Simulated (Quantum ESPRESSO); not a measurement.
## Sb in Quantum ESPRESSO: convergence with smearing width

Sb:

```
CELL_PARAMETERS angstrom
0.00000 2.37124 2.37124
2.37124 0.00000 2.37124
2.37124 2.37124 0.00000
ATOMIC_POSITIONS crystal
Sb 0.00000 0.00000 0.00000
```

This isn't the form of Sb at room conditions, which is rhombohedral.

| Quantity | Value |
| --- | --- |
| Program | Quantum ESPRESSO 7.5 |
| Task | single point |
| Functional | PBE |
| Potentials or basis | PseudoDojo 0.4 FR PBE stringent |
| Cutoff | 1361 eV |
| Density cutoff | 5442 eV |
| k mesh | 8 × 8 × 8 |
| Occupations | fermi-dirac, width 0.5 eV |
| Spin | spin-orbit coupling, no magnetisation |

These are the settings of the first run; the series varies smearing width, with any setting tied to it.

Hardware: 1 thread of Arm Neoverse V1, with other jobs on the host.

Problem. The values tried are 0.5 eV, 0.3 eV, 0.2 eV, 0.136 eV, 0.1 eV, 0.05 eV, 0.025 eV, 0.01 eV, loosest first. From which on does the energy stay within 1 meV/atom of the tightest run that finished?

Solution. From 0.025 eV on.

```csv
smearing width,"energy less the tightest run, at zero smearing (meV/atom)",pressure (GPa),SCF cycles,CPU time (s),peak memory (GiB)
0.5 eV,-11.38,3.78,7,110,0.19
0.3 eV,-5.75,2.89,7,110,0.19
0.2 eV,-5.56,2.65,7,110,0.19
0.136 eV,-4.75,2.62,7,110,0.19
0.1 eV,-3.35,2.68,7,110,0.19
0.05 eV,-1.47,2.86,7,110,0.19
0.025 eV,-0.79,2.93,7,110,0.19
0.01 eV,0.00,2.93,7,110,0.19
```

Against the tightest run, the pressure stays within 0.1 GPa from 0.05 eV on. Narrower smearing needs a denser k mesh, so at a fixed mesh the narrowest width isn't the most accurate. The tightest run that finished is the yardstick and may itself not be fully converged.
